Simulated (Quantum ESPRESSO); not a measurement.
**CdSe: phonon spectrum and thermodynamics under several settings**

```
CELL_PARAMETERS angstrom
0.00000 3.07027 3.07027
3.07027 0.00000 3.07027
3.07027 3.07027 0.00000
ATOMIC_POSITIONS crystal
Cd 0.00000 0.00000 0.00000
Se 0.25000 0.25000 0.25000
```

Measurements of this composition are mostly on another form, of space group No. 186.

All runs used Quantum ESPRESSO 7.5; k mesh 4 × 4 × 4, shifted; relaxed cell; no spin polarisation; cutoff 612 eV; occupations smeared at first, fixed for the response; q mesh 2 × 2 × 2.

```tsv
level	potentials	volume (Å³/atom)	pressure (GPa)	highest frequency (cm⁻¹)	zero-point energy (meV/atom)	entropy at room temperature (k_B/atom)
LDA	GBRV 1.5 LDA	?	0.1	?	?	?
PBE	GBRV 1.5 PBE	29.86	0.0	190	21.5	5.31
```

Q: What stands in the row left open?

A: Volume 27.19 Å³/atom; highest frequency 206 cm⁻¹; zero-point energy 23.6 meV/atom; entropy at room temperature 5.13 k_B/atom.

For the row left open. Caveat: the q mesh is small, so phonon branches between its points and thermal values are rough.
